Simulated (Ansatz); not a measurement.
# CaF2: the cell at several levels of theory, part 2 of 2

The system is CaF2 (fluorite host), a generated structure that needn't be the ground state.

Ansatz 0.2.0, plane waves.

**4. Relaxation with PBEsol**

It starts from the cell of step 2.

File input.yaml:

```yaml
crystal:
  lattice:
    - [0.0, 2.755881053, 2.755881053]
    - [2.755881053, 0.0, 2.755881053]
    - [2.755881053, 2.755881053, 0.0]
  atoms:
    - { symbol: Ca, position: [0.0, 0.0, 0.0] }
    - { symbol: F, position: [0.75, 0.75, 0.75] }
    - { symbol: F, position: [0.25, 0.25, 0.25] }
kpoints:
  mp_grid: { grid: [8, 8, 8] }
hamiltonian:
  xc: pbesol
scf:
  occupations: { method: fermi_dirac, width: 0.02 }
relax:
  f_tol: 0.005
  cell: {}
```

Command:

```console
$ ansatz run input.yaml --threads 2 --pin off --max-ram 20275MiB --backend cpu --events-out ev --progress --plain --runs-dir out
```

Log:

```text
Engine: ansatz 0.2.0, x86_64-unknown-linux-gnu
Pseudopotentials: kind: paw
Pseudopotential: Ca, paw, valence charge 10, recommended cutoff 420 eV (normal), Ca.paw.azcp
Pseudopotential: F, paw, valence charge 7, recommended cutoff 420 eV (normal), F.paw.azcp
Functional definition: PBEsol
  exchange = pbesol_x
  correlation = pbesol_c
Crystal: 3 atoms, lattice volume = 41.861 Å³
Basis set: ecut = 420 eV, 869 PW (Γ), exchange–correlation on 54×54×54 points (8 copies of the dense FFT grid, shifted against one another)
Bands: 16, of which v1, the nominal top of the filled ones, is band 12 counted from 1 (11 counted from 0)
Symmetry: 48 space group operations
Space group: Fm-3m (ITA 225), of the structure as read, at distance tolerance 3.5e-5 Å
k-points: 29 of 512
Non-local potential: Ca, projectors of the file, l = 0: 3, l = 1: 2, l = 2: 2
Non-local potential: F, projectors of the file, l = 0: 2, l = 1: 2, l = 2: 1
PAW form: soft (Blöchl's): semilocal exchange-correlation on the pseudo side does not see the compensation charge
PAW frozen core: Ca, regenerated for the run's functional, and the local potential with it (the file was generated under x = pbe(κ = 0.804, μ = 0.2195149727645171), c = pbe(β = 0.06672455060314922))
PAW frozen core: F, regenerated for the run's functional, and the local potential with it (the file was generated under x = pbe(κ = 0.804, μ = 0.2195149727645171), c = pbe(β = 0.06672455060314922))
PAW one-centre angular grid: Ca, 110 points (default); XC on 64 Gauss nodes
PAW one-centre angular grid: F, 110 points (default); XC on 64 Gauss nodes
Initial density: superposition of atomic densities (neutral atoms: chi_scale 0, normalization atom), corrected by the library's trained network
Initial wavefunctions: pseudopotential atomic-orbital guess
Functional: x = pbesol(κ = 0.804, μ = 0.12345679012345678), c = pbesol(β = 0.046)
SCF iter   1: F=—  HF=-3400.877050 eV  |F-HF|=—  |Δ(HF+E_count)|=         —  Δρ=1.36e-2  dr2=4.86e-2  ethr=1.77e-3  ⟨swp⟩=7.1  Hψ=2893  notcnv=0
preconditioner: auto → none  [insulator: Δε(μ)=6.786 eV  Ē_g=18.073 eV  σ=0.020 eV  W_gap=1.00  n_scr=14 (ndim 8)  ℏωp=26.9 eV  f_vac=0.127  D(μ)=0.00/eV (n_scr^D=0)  ε∞_Penn≈3.2]
SCF iter   2: F=—  HF=-3400.864355 eV  |F-HF|=—  |Δ(HF+E_count)|=   1.27e-2  Δρ=6.21e-3  dr2=8.93e-3  ethr=2.02e-4  ⟨swp⟩=2.0  Hψ=1131  notcnv=0
SCF iter   3: F=—  HF=-3400.861661 eV  |F-HF|=—  |Δ(HF+E_count)|=   2.69e-3  Δρ=7.38e-4  dr2=1.56e-4  ethr=3.72e-5  ⟨swp⟩=2.1  Hψ=791  notcnv=0
SCF iter   4: F=—  HF=-3400.861678 eV  |F-HF|=—  |Δ(HF+E_count)|=   1.74e-5  Δρ=2.57e-4  dr2=8.00e-6  ethr=6.51e-7  ⟨swp⟩=2.2  Hψ=771  notcnv=0
SCF iter   5: F=—  HF=-3400.861517 eV  |F-HF|=—  |Δ(HF+E_count)|=   1.62e-4  Δρ=4.46e-5  dr2=6.08e-7  ethr=3.33e-8  ⟨swp⟩=2.0  Hψ=741  notcnv=0
SCF iter   6: F=-3400.861517 eV  HF=-3400.861517 eV  |F-HF|=9.40e-10  |Δ(HF+E_count)|=   1.14e-8  Δρ=6.13e-6  dr2=9.56e-9  ethr=4.17e-10  ⟨swp⟩=4.0  Hψ=1557  notcnv=0
SCF 1 converged in 6 iterations: F = -3400.861517 eV  dr2 = 9.56e-9
relax step   1: F+E_penalty+E_count = -3400.86151653 eV  Δ(F+E_penalty+E_count) = +0.000e0 eV  max|allowed force component| = 4.240e-18 eV/Å  Δτ_max = 0.0000 Å  P = -3.863 GPa  Ω = 41.861 Å³  (6 SCF iters, dr2 threshold 1.00e-7 eV, accepted)
Crystal: 3 atoms, lattice volume = 40.124 Å³
Basis set: ecut = 420 eV, 749 PW (Γ), exchange–correlation on 54×54×54 points (8 copies of the dense FFT grid, shifted against one another)
Initial density: handed on by an earlier stage of this run
Initial wavefunctions: those handed on with the density
iter 1 solved again at ethr=2.92e-5 eV; its pass at ethr=3.10e-3 eV (dr2=7.01e-3 eV) is discarded
SCF iter   1: F=—  HF=-3400.894324 eV  |F-HF|=—  |Δ(HF+E_count)|=         —  Δρ=3.33e-3  dr2=7.07e-3  ethr=2.92e-5  ⟨swp⟩=1.0  Hψ=2878  notcnv=0
preconditioner: auto → none  [insulator: Δε(μ)=7.106 eV  Ē_g=18.323 eV  σ=0.020 eV  W_gap=1.00  n_scr=14 (ndim 8)  ℏωp=27.5 eV  f_vac=0.099  D(μ)=0.00/eV (n_scr^D=0)  ε∞_Penn≈3.3]
SCF iter   2: F=—  HF=-3400.892153 eV  |F-HF|=—  |Δ(HF+E_count)|=   2.17e-3  Δρ=2.73e-3  dr2=1.53e-3  ethr=2.92e-5  ⟨swp⟩=2.6  Hψ=859  notcnv=0
SCF iter   3: F=—  HF=-3400.891929 eV  |F-HF|=—  |Δ(HF+E_count)|=   2.24e-4  Δρ=7.42e-4  dr2=2.26e-4  ethr=6.37e-6  ⟨swp⟩=2.0  Hψ=868  notcnv=0
SCF iter   4: F=—  HF=-3400.891820 eV  |F-HF|=—  |Δ(HF+E_count)|=   1.09e-4  Δρ=2.70e-4  dr2=3.88e-5  ethr=9.43e-7  ⟨swp⟩=2.1  Hψ=584  notcnv=0
SCF iter   5: F=—  HF=-3400.891833 eV  |F-HF|=—  |Δ(HF+E_count)|=   1.32e-5  Δρ=6.26e-5  dr2=2.11e-6  ethr=1.62e-7  ⟨swp⟩=3.0  Hψ=881  notcnv=0
SCF iter   6: F=-3400.891835 eV  HF=-3400.891835 eV  |F-HF|=2.38e-8  |Δ(HF+E_count)|=   1.97e-6  Δρ=7.47e-6  dr2=3.17e-8  ethr=1.25e-9  ⟨swp⟩=4.1  Hψ=1609  notcnv=0
SCF 2 converged in 6 iterations: F = -3400.891835 eV  dr2 = 3.17e-8
relax step   2: F+E_penalty+E_count = -3400.89183535 eV  Δ(F+E_penalty+E_count) = -3.032e-2 eV  max|allowed force component| = 3.508e-17 eV/Å  Δτ_max = 0.0000 Å  P = -0.366 GPa  Ω = 40.124 Å³  energy of the carried Pulay correction = +6.770e-3 eV  (6 SCF iters, dr2 threshold 3.00e-7 eV, accepted)
Crystal: 3 atoms, lattice volume = 39.951 Å³
iter 1 solved again at ethr=2.94e-7 eV; its pass at ethr=3.10e-3 eV (dr2=7.05e-5 eV) is discarded
SCF iter   1: F=—  HF=-3400.892864 eV  |F-HF|=—  |Δ(HF+E_count)|=         —  Δρ=3.40e-4  dr2=7.51e-5  ethr=2.94e-7  ⟨swp⟩=2.0  Hψ=2864  notcnv=0
preconditioner: auto → none  [insulator: Δε(μ)=7.217 eV  Ē_g=18.417 eV  σ=0.020 eV  W_gap=1.00  n_scr=14 (ndim 8)  ℏωp=27.6 eV  f_vac=0.109  D(μ)=0.00/eV (n_scr^D=0)  ε∞_Penn≈3.2]
SCF iter   2: F=—  HF=-3400.892716 eV  |F-HF|=—  |Δ(HF+E_count)|=   1.49e-4  Δρ=2.78e-4  dr2=1.61e-5  ethr=2.94e-7  ⟨swp⟩=2.0  Hψ=789  notcnv=0
SCF iter   3: F=—  HF=-3400.892714 eV  |F-HF|=—  |Δ(HF+E_count)|=   1.71e-6  Δρ=7.98e-5  dr2=2.57e-6  ethr=6.71e-8  ⟨swp⟩=2.0  Hψ=783  notcnv=0
SCF iter   4: F=—  HF=-3400.892714 eV  |F-HF|=—  |Δ(HF+E_count)|=   3.30e-7  Δρ=2.58e-5  dr2=3.49e-7  ethr=1.07e-8  ⟨swp⟩=2.0  Hψ=562  notcnv=0
SCF iter   5: F=-3400.892714 eV  HF=-3400.892714 eV  |F-HF|=1.80e-8  |Δ(HF+E_count)|=   1.92e-7  Δρ=5.61e-6  dr2=1.67e-8  ethr=1.25e-9  ⟨swp⟩=4.0  Hψ=1441  notcnv=0
SCF 3 converged in 5 iterations: F = -3400.892714 eV  dr2 = 1.67e-8
relax step   3: F+E_penalty+E_count = -3400.89271441 eV  Δ(F+E_penalty+E_count) = -8.791e-4 eV  max|allowed force component| = 3.123e-17 eV/Å  Δτ_max = 0.0000 Å  P = +0.023 GPa  Ω = 39.951 Å³  energy of the carried Pulay correction = +7.462e-3 eV  (5 SCF iters, dr2 threshold 3.00e-7 eV, accepted)
Initial wavefunctions: pseudopotential atomic-orbital guess (no wavefunctions were taken with the density)
iter 1 solved again at ethr=8.62e-7 eV; its pass at ethr=3.10e-3 eV (dr2=2.07e-4 eV) is discarded
SCF iter   1: F=—  HF=-3400.887374 eV  |F-HF|=—  |Δ(HF+E_count)|=         —  Δρ=4.35e-4  dr2=1.08e-5  ethr=8.62e-7  ⟨swp⟩=2.3  Hψ=3954  notcnv=0
preconditioner: auto → none  [insulator: Δε(μ)=7.227 eV  Ē_g=18.425 eV  σ=0.020 eV  W_gap=1.00  n_scr=14 (ndim 8)  ℏωp=27.6 eV  f_vac=0.109  D(μ)=0.00/eV (n_scr^D=0)  ε∞_Penn≈3.2]
SCF iter   2: F=—  HF=-3400.887248 eV  |F-HF|=—  |Δ(HF+E_count)|=   1.27e-4  Δρ=1.86e-4  dr2=3.93e-6  ethr=4.51e-8  ⟨swp⟩=2.0  Hψ=783  notcnv=0
SCF iter   3: F=—  HF=-3400.887248 eV  |F-HF|=—  |Δ(HF+E_count)|=   2.41e-7  Δρ=9.97e-5  dr2=7.27e-7  ethr=1.64e-8  ⟨swp⟩=2.0  Hψ=638  notcnv=0
SCF iter   4: F=—  HF=-3400.887248 eV  |F-HF|=—  |Δ(HF+E_count)|=   2.22e-7  Δρ=6.75e-6  dr2=4.51e-9  ethr=3.03e-9  ⟨swp⟩=2.0  Hψ=783  notcnv=0
SCF iter   5: F=—  HF=-3400.887248 eV  |F-HF|=—  |Δ(HF+E_count)|=   6.91e-9  Δρ=1.10e-6  dr2=1.21e-10  ethr=1.88e-11  ⟨swp⟩=3.0  Hψ=886  notcnv=0
SCF iter   6: F=-3400.887248 eV  HF=-3400.887248 eV  |F-HF|=4.55e-13  |Δ(HF+E_count)|=  2.34e-10  Δρ=9.11e-8  dr2=1.88e-12  ethr=1.00e-12  ⟨swp⟩=5.1  Hψ=1908  notcnv=0
SCF 4 converged in 6 iterations: F = -3400.887248 eV  dr2 = 1.88e-12
relax step   4: F+E_penalty+E_count = -3400.88724818 eV  Δ(F+E_penalty+E_count) = +5.466e-3 eV  max|allowed force component| = 2.853e-17 eV/Å  Δτ_max = 0.0000 Å  P = -0.288 GPa  Ω = 39.951 Å³  stress off target by 2.88e-1 GPa  SCF on the basis re-selected at this cell (its energy is not comparable with the rows above)  (6 SCF iters)
basis re-selected at this cell: Δ(F+E_penalty+E_count) = +5.466e-3 eV, ΔP = -0.311 GPa vs the last step (what re-selecting the basis moved, of the pressure what is left beyond the Pulay correction that the steps carried, after the strain that the cell walked since its last selection, with what the two solves' SCF thresholds leave and, on support functions, any second-order correction that the steps lacked; it is no measure of the basis error at this ecutwfc). This SCF's stress stands 2.88e-1 GPa from its target on what of the cell is left free (relax.cell.stress_tol is 5.00e-2 GPa) and its largest allowed force component is 2.85e-17 eV/Å (relax.f_tol is 5.00e-3 eV/Å): not within both, so this SCF does not close the relaxation
Crystal: 3 atoms, lattice volume = 39.823 Å³
iter 1 solved again at ethr=1.53e-7 eV; its pass at ethr=3.10e-3 eV (dr2=3.67e-5 eV) is discarded
SCF iter   1: F=—  HF=-3400.888007 eV  |F-HF|=—  |Δ(HF+E_count)|=         —  Δρ=2.48e-4  dr2=3.93e-5  ethr=1.53e-7  ⟨swp⟩=2.0  Hψ=2766  notcnv=0
preconditioner: auto → none  [insulator: Δε(μ)=7.239 eV  Ē_g=18.436 eV  σ=0.020 eV  W_gap=1.00  n_scr=14 (ndim 8)  ℏωp=27.6 eV  f_vac=0.109  D(μ)=0.00/eV (n_scr^D=0)  ε∞_Penn≈3.2]
SCF iter   2: F=—  HF=-3400.887867 eV  |F-HF|=—  |Δ(HF+E_count)|=   1.40e-4  Δρ=2.01e-4  dr2=8.22e-6  ethr=1.53e-7  ⟨swp⟩=2.0  Hψ=785  notcnv=0
SCF iter   3: F=—  HF=-3400.887866 eV  |F-HF|=—  |Δ(HF+E_count)|=   9.38e-7  Δρ=5.81e-5  dr2=1.33e-6  ethr=3.42e-8  ⟨swp⟩=2.0  Hψ=783  notcnv=0
SCF iter   4: F=-3400.887866 eV  HF=-3400.887866 eV  |F-HF|=6.80e-8  |Δ(HF+E_count)|=   1.26e-7  Δρ=1.80e-5  dr2=1.53e-7  ethr=8.64e-10  ⟨swp⟩=3.0  Hψ=1730  notcnv=0
SCF 5 converged in 4 iterations: F = -3400.887866 eV  dr2 = 1.53e-7
relax step   5: F+E_penalty+E_count = -3400.88786630 eV  Δ(F+E_penalty+E_count) = -6.181e-4 eV  max|allowed force component| = 2.602e-17 eV/Å  Δτ_max = 0.0000 Å  P = +0.003 GPa  Ω = 39.823 Å³  energy of the carried Pulay correction = +5.039e-4 eV  (4 SCF iters, dr2 threshold 2.07e-7 eV, accepted)
iter 1 solved again at ethr=9.92e-7 eV; its pass at ethr=3.10e-3 eV (dr2=2.38e-4 eV) is discarded
SCF iter   1: F=—  HF=-3400.887475 eV  |F-HF|=—  |Δ(HF+E_count)|=         —  Δρ=3.28e-5  dr2=2.08e-7  ethr=9.92e-7  ⟨swp⟩=2.2  Hψ=3946  notcnv=0
eigensolver tolerance schedule: the retry pair's looser diagonalisation over-reported the residual by 1143.47 of it (diagonalisation noise at 0.58 of the residual, at the tolerance the schedule requests for it); recorded, not acted on — ethr = c·dr2/N_el stays at c = 1.0e-1
preconditioner: auto → none  [insulator: Δε(μ)=7.246 eV  Ē_g=18.441 eV  σ=0.020 eV  W_gap=1.00  n_scr=14 (ndim 8)  ℏωp=27.6 eV  f_vac=0.109  D(μ)=0.00/eV (n_scr^D=0)  ε∞_Penn≈3.2]
SCF iter   2: F=—  HF=-3400.887346 eV  |F-HF|=—  |Δ(HF+E_count)|=   1.28e-4  Δρ=1.84e-5  dr2=8.46e-8  ethr=8.67e-10  ⟨swp⟩=2.2  Hψ=817  notcnv=0
SCF iter   3: F=—  HF=-3400.887346 eV  |F-HF|=—  |Δ(HF+E_count)|=   3.56e-8  Δρ=9.66e-6  dr2=1.69e-8  ethr=3.53e-10  ⟨swp⟩=2.0  Hψ=638  notcnv=0
SCF iter   4: F=—  HF=-3400.887346 eV  |F-HF|=—  |Δ(HF+E_count)|=   1.21e-8  Δρ=8.98e-7  dr2=1.45e-10  ethr=7.03e-11  ⟨swp⟩=2.0  Hψ=637  notcnv=0
SCF iter   5: F=-3400.887346 eV  HF=-3400.887346 eV  |F-HF|=6.91e-11  |Δ(HF+E_count)|=  1.52e-10  Δρ=3.91e-7  dr2=2.70e-11  ethr=1.00e-12  ⟨swp⟩=5.3  Hψ=1956  notcnv=0
SCF 6 converged in 5 iterations: F = -3400.887346 eV  dr2 = 2.70e-11
relax step   6: F+E_penalty+E_count = -3400.88734627 eV  Δ(F+E_penalty+E_count) = +5.200e-4 eV  max|allowed force component| = 2.621e-17 eV/Å  Δτ_max = 0.0000 Å  P = -0.014 GPa  Ω = 39.823 Å³  stress off target by 1.41e-2 GPa  SCF on the basis re-selected at this cell (its energy is not comparable with the rows above)  (5 SCF iters)
basis re-selected at this cell: Δ(F+E_penalty+E_count) = +5.200e-4 eV, ΔP = -0.017 GPa vs the last step (what re-selecting the basis moved, of the pressure what is left beyond the Pulay correction that the steps carried, after the strain that the cell walked since its last selection, with what the two solves' SCF thresholds leave and, on support functions, any second-order correction that the steps lacked; it is no measure of the basis error at this ecutwfc). This SCF's stress stands 1.41e-2 GPa from its target on what of the cell is left free (relax.cell.stress_tol is 5.00e-2 GPa) and its largest allowed force component is 2.62e-17 eV/Å (relax.f_tol is 5.00e-3 eV/Å): within both
SCF converged after 5 iterations
Free energy (F): -3400.887346 eV
Harris-Foulkes:  -3400.887346 eV  (|F-HF|=6.91e-11)
Internal energy: -3400.887346 eV  (E = F + TS)
E sigma→0 (E₀):  -3400.887346 eV
Fermi energy:    7.070917 eV
--- Per-component energies (eV) ---
  E_band       = -182.199675
  E_kinetic    = 692.653584
  E_local      = -1766.924119  (includes V_loc(G=0)·N_el)
  E_nonlocal   = 211.945342
  E_hartree    = 626.097955
  E_xc         = -294.796342
  E_vxc        = -375.419435  (∫ρ·V_xc dr)
  E_paw        = -1224.271754  (= ΣΔE_a)
  E_vpaw       = -196.654951  (= ΣTr[D̂ρ^β])
  E_aug_tail   = 0.004047  (compensation charges beyond the density's cutoff)
  E_ewald      = -1645.799739
  E_core_change = 0.203680  (= ΣΔE_core)
  E_smearing   = -0.000000  (= −TS)
  E_closure    = -0.000000  (closes the sum)
  Σ components = -3400.887346   (vs F -3400.887346, Δ=0.00e0)
--- Forces (eV/Å), atoms counted from 1 ---
  atom   1  Ca     0.00000000    -0.00000000    -0.00000000
  atom   2  F     -0.00000000    -0.00000000    -0.00000000
  atom   3  F     -0.00000000     0.00000000     0.00000000
  max |Σ_I F_I| component: 2.31e-17 eV/Å
--- Stress (GPa, compression-positive) ---
       -0.014053      -0.000000       0.000000
       -0.000000      -0.014053      -0.000000
       -0.000000      -0.000000      -0.014053
  P = ⅓ Tr σ = -0.0141 GPa (-0.141 kbar)
--- Relaxed structure (4 steps of the walk, 4 accepted, 2 SCFs on fresh bases) ---
  F+E_penalty+E_count = -3400.88734627 eV   max|allowed force component| = 2.621e-17 eV/Å   (the final SCF, on the basis selected at the relaxed cell)
  cell:  # Å, volume = 39.8230 Å³
    - [3.184607520559744e-35, 2.7104081833015177, 2.7104081833015177]
    - [2.7104081833015177, -2.5476860164477955e-34, 2.7104081833015177]
    - [2.7104081833015177, 2.7104081833015177, 1.2101508578127028e-34]
  atoms:
    - { symbol: Ca, position: [2.114123335717479e-35, 1.684625682435419e-34, 4.313175585925758e-35] }
    - { symbol: F, position: [0.7500000000000001, 0.7500000000000001, 0.7500000000000001] }
    - { symbol: F, position: [0.25, 0.25, 0.25] }
```

Wall time 2.3 s (2 threads of AMD EPYC 7R13 (Zen 3), shared host); peak memory 0.34 GiB.

The path of the relaxation:

| step | energy change (meV/atom) | largest force (eV/Å) | pressure (GPa) | volume (Å³/atom) |
| --- | --- | --- | --- | --- |
| 1 | 0.0 | 0.0000 | -3.86 | 13.954 |
| 2 | -10.1 | 0.0000 | -0.37 | 13.375 |
| 3 | -10.4 | 0.0000 | 0.02 | 13.317 |
| 4 | -8.6 | 0.0000 | -0.29 | 13.317 |
| 5 | -8.8 | 0.0000 | 0.00 | 13.274 |
| 6 | -8.6 | 0.0000 | -0.01 | 13.274 |

Steps 4, 6 solve the same cell on a plane-wave basis chosen anew, so the energy can jump there without a move.

The table lists every geometry solved, with passes on a fresh basis, whose energies don't compare exactly with the rows above.

|  | before | after | change |
| --- | --- | --- | --- |
| a (Å) | 5.512 | 5.421 | -1.65 % |
| volume (Å³/atom) | 13.954 | 13.274 | -4.87 % |
| shortest distance (Å) | 2.387 | 2.347 | -1.65 % |
| space group | Fm-3m | Fm-3m | same |

**5. Results**

The summary covers parts 1 to 2.

| level | a (Å) | volume (Å³/atom) | space group | SCF geometries |
| --- | --- | --- | --- | --- |
| PBE | 5.512 | 13.954 | Fm-3m | 3 |
| r2SCAN | 5.439 | 13.410 | Fm-3m | 6 |
| PBEsol | 5.421 | 13.274 | Fm-3m | 6 |

The first relaxation changed the volume by -0.2 % from the start. PBEsol gives the smallest cell and PBE the largest; they differ by 5.1 % in volume, a mean of 1.7 % in length.
